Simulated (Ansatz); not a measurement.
# AlN: pressure against volume

One table from this session's results is given with a row withheld; the runs are named, their logs left out.

Computed with Ansatz 0.2.0 (DFT PBEsol, scalar-relativistic, unless a step's input says otherwise).

**The system as given**

Symmetry: P6_3mc, No. 186, hexagonal system. The conventional cell has a = 3.111 Å, b = 3.111 Å, c = 4.978 Å, α = 90.00°, β = 90.00°, γ = 120.00°. Al (site symmetry 3m) has 4 N at 1.89 to 1.92 Å as nearest neighbours. N (site symmetry 3m) is surrounded by 4 Al at 1.89 to 1.92 Å.

Coordinates:

```cif
data_structure
_symmetry_space_group_name_H-M 'P6_3mc'
_symmetry_Int_Tables_number 186
_cell_length_a 3.1110
_cell_length_b 3.1110
_cell_length_c 4.9780
_cell_angle_alpha 90.000
_cell_angle_beta 90.000
_cell_angle_gamma 120.000
_cell_volume 41.72
loop_
_atom_site_label
_atom_site_type_symbol
_atom_site_symmetry_multiplicity
_atom_site_Wyckoff_symbol
_atom_site_fract_x
_atom_site_fract_y
_atom_site_fract_z
_atom_site_occupancy
Al1 Al 2 b 0.33333 0.66667 0.00000 1
N1 N 2 b 0.33333 0.66667 0.38500 1
```

The file gives the conventional cell by its symmetry; the runs use the cell typed in the input.

Atoms are numbered in the order of the input: Al1, Al2, N3, N4.

Set-up of the first run:

input.yaml reads:

```yaml
crystal:
  lattice:
    - [3.0474944919, 0.0, 0.0]
    - [-1.523747246, 2.6392076479, 0.0]
    - [0.0, 0.0, 4.8763796492]
  atoms:
    - { symbol: Al, position: [0.3333333333, 0.6666666667, 0.0] }
    - { symbol: Al, position: [0.6666666667, 0.3333333333, 0.5] }
    - { symbol: "N", position: [0.3333333333, 0.6666666667, 0.385] }
    - { symbol: "N", position: [0.6666666667, 0.3333333333, 0.885] }
kpoints:
  mp_grid: { grid: [11, 11, 6] }
  band_path:
    path:
      - [0.0, 0.0, 0.0]
      - [0.5, 0.0, 0.0]
      - [0.3333333333, 0.3333333333, 0.0]
      - [0.0, 0.0, 0.0]
      - [0.0, 0.0, 0.5]
      - [0.5, 0.0, 0.5]
      - [0.3333333333, 0.3333333333, 0.5]
      - [0.0, 0.0, 0.5]
      - [0.5, 0.0, 0.5]
    npoints: 5
scf:
  occupations: { method: fermi_dirac, width: 0.02 }
hamiltonian:
  xc: pbesol
  pseudopotentials: { kind: all_electron, lapw: { basis_error: 0.001 } }
output:
  forces: true
  stress: true
  eigenvalues: true
```

The run is started by

```console
$ ansatz run input.yaml --threads 1 --pin off --max-ram 6144MiB --backend cpu --events-out ev --progress --plain --runs-dir out
```

Steps of the session up to this table: Volume × 0.94, LAPW; Volume × 0.94, PAW; Volume × 0.94, crystal datasets; Volume × 0.98, LAPW; Volume × 0.98, PAW; Volume × 0.98, crystal datasets; Volume × 1.01, LAPW; Volume × 1.01, PAW; Volume × 1.01, crystal datasets; Volume × 1.04, LAPW; Volume × 1.04, PAW; Volume × 1.04, crystal datasets.

One table of the session follows, with a row left open; its other results are not shown here.

```
          method  volume (Å³/atom)  gap on the k mesh (eV)  largest force (eV/Å)
            LAPW             9.805                    4.63                 0.181
            LAPW            10.222                    4.26                 0.178
            LAPW            10.535                    4.00                 0.176
            LAPW            10.848                    3.75                 0.174
             PAW             9.805                    4.62                 0.180
             PAW            10.222                       ?                     ?
             PAW            10.535                    3.99                 0.176
             PAW            10.848                    3.74                 0.174
crystal datasets             9.805                    4.63                 0.181
crystal datasets            10.222                    4.26                 0.179
crystal datasets            10.535                    4.00                 0.177
crystal datasets            10.848                    3.75                 0.175
```

Estimate the missing values for PAW, 10.222.

The run gave: gap on the k mesh (eV): 4.25; largest force (eV/Å): 0.178. In the column «gap on the k mesh (eV)» it lies between crystal datasets, 10.535 (4.00) and LAPW, 10.222 (4.26).

Caveats from the session: Shape and positions are held, so a fully relaxed modulus can be lower. These are semilocal Kohn-Sham gaps, which aren't the measured quantity. Warnings in the runs' records: crystal datasets made.
